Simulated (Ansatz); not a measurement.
# Si2W: equation of state with LDA

The system is Si2W.

```
W Si
1.0
    -1.60690    1.60690    3.91495
     1.60690   -1.60690    3.91495
     1.60690    1.60690   -3.91495
W Si
1 2
Direct
  0.00000 0.00000 0.00000
  0.66530 0.66530 0.00000
  0.33470 0.33470 0.00000
```

* Program: Ansatz 0.2.0
* Task: equation of state
* Functional: LDA
* Potentials or basis: JTH PAW LDA
* Cutoff: 1290 eV
* Density cutoff: 6450 eV
* k mesh: 12 × 12 × 12
* Occupations: fermi-dirac, width 0.05 eV
* Spin: no spin polarisation

The equilibrium volume is 13.15 Å³/atom and the bulk modulus at fixed shape and positions is 242 GPa. The pressure derivative of the bulk modulus is 4.4.

Energy against volume, from the lowest point:
```csv
volume (Å³/atom),energy (meV/atom)
12.670,13.93
12.939,2.41
13.209,0.00
13.479,5.74
13.748,18.79
14.018,38.36
14.287,63.79
```

All runs of the series together: 83 s on 2 threads of Arm Neoverse V2, on a shared host.

Caveat: the cell was scaled at fixed shape and fractional positions, which overstates the stiffness of a crystal with free parameters, most of all of layers and chains. Spin-orbit coupling is left out, which matters for the levels of W.
